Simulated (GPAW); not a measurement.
Here is a GPAW 26.7.0 calculation.

Contents of run.py:

```python
import numpy as np
from ase import Atoms
from ase.io import write
from ase.optimize import GPMin
from ase.parallel import parprint
from gpaw import GPAW, PW, setup_paths

setup_paths.insert(0, '.')

atoms = Atoms(['Cu', 'Cu', 'Cu', 'Cu', 'Cu', 'Cu', 'Cu'],
              cell=[[2.5236641021, 0.0, 0.0],
                    [1.261832051, 2.185557223, 0.0],
                    [0.0, 0.0, 27.3633786644]],
              scaled_positions=[[0.0, 0.0, 0.27408896],
                                [0.3333333333, 0.3333333333, 0.34939264],
                                [0.6666666667, 0.6666666667, 0.42469632],
                                [0.0, 0.0, 0.5],
                                [0.3333333333, 0.3333333333, 0.57530368],
                                [0.6666666667, 0.6666666667, 0.65060736],
                                [0.0, 0.0, 0.72591104]],
              pbc=True)
atoms.pbc = (True, True, False)

calc = GPAW(mode=PW(500),
            xc='PBEsol',
            kpts={'size': (16, 16, 1), 'gamma': True},
            occupations={'name': 'fermi-dirac', 'width': 0.1},
            nbands=70,
            convergence={'density': 1e-05, 'energy': 1e-05},
            maxiter=150,
            poissonsolver={'dipolelayer': 'xy'},
            txt='gpaw.txt')
atoms.calc = calc
opt = GPMin(atoms, trajectory='relax.traj', logfile='-')
done = opt.run(fmax=0.02, steps=40)
calc.write('gs.gpw')
write('result.traj', atoms)
parprint('Converged:', done)
parprint('Cell:', atoms.cell.cellpar().round(4))
parprint('Volume:', round(atoms.get_volume(), 4))
parprint(atoms.get_scaled_positions().round(5))

v = calc.get_electrostatic_potential().mean(axis=(0, 1))
z = np.arange(len(v)) * atoms.cell[2, 2] / len(v)
ef = calc.get_fermi_level()
np.savetxt('planar.dat', np.c_[z, v], fmt='%.4f')
below, above = np.interp([1.5, atoms.cell[2, 2] - 1.5], z, v) - ef
parprint(f'Work functions: bottom {below:.4f} eV, top {above:.4f} eV')
parprint('Dipole moment:', *calc.get_dipole_moment().round(5), 'e A')
```

Potentials or basis: PAW data sets generated in the run's folder for this functional, pw.

Launch:

```bash
$ gpaw-setup -f PBEsol Cu
$ OMP_NUM_THREADS=1 mpirun -n 4 gpaw python run.py
```

Question: What does it give for the energy gained by relaxing?

Answer: 0.1 meV/atom.

Question: Estimate the band gap on the k mesh.

Answer: None (metal or under the smearing width).

Step by step:
```tsv
step	energy change (eV)	largest force (eV/Å)
1	0.0000	0.0421
2	-0.0002	0.0501
3	-0.0005	0.0026
```

Caveat: the cutoff is short for stress and forces, so pressures can be off by a GPa or more; later steps reuse the first step's grids.
